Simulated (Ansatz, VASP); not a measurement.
## One calculation of Si, two programs

```
CELL_PARAMETERS angstrom
4.12095 0.00000 0.00000
-2.06047 3.56885 0.00000
0.00000 0.00000 2.65479
ATOMIC_POSITIONS crystal
Si 0.33333 0.66667 0.50000
Si 0.66667 0.33333 0.50000
```

The cell was built by a generator and needn't be a form met in nature.

Alike in both runs: task relaxation of cell and atoms; functional B3LYP; k mesh 4 × 4 × 5; occupations fermi-dirac, width 0.05 eV; no spin polarisation.

|  | VASP | Ansatz |
| --- | --- | --- |
| version | VASP 6.6.1 | Ansatz 0.2.0 |
| potentials or method | VASP PAW PBE potentials, release 64 (Si) | Ansatz PAW |
| plane-wave cutoff (eV) | 600 | 420 |
| valence electrons in the cell | 8 | 8 |

|  | VASP | Ansatz | Ansatz less VASP |
| --- | --- | --- | --- |
| gap on the k mesh at the Fermi level, each at its own relaxed structure (eV) | none | none | - |
| relaxed volume (Å³/atom) | 19.62 | 19.70 | +0.071 |
| relaxed cell length with the largest relative difference (Å) | 2.590 | 2.595 | +0.0055 |
| energy change over the relaxation (meV/atom) | -18 | -17 | +0.8 |

A gap of «none» marks a metal or a gap that the smearing closes.

Caveats: the k mesh is coarse (spacing up to 0.47 Å⁻¹), so the values aren't converged, least of all with exact exchange; the PAW data sets were made with another functional, which shifts forces and pressure a little (VASP); the plane-wave basis is chosen anew once the cell has moved, so the energies of steps on either side of that aren't comparable (Ansatz); the PAW data sets come from PBE, with cores solved anew for the run's functional, which leaves a small shift of forces and pressure (Ansatz).
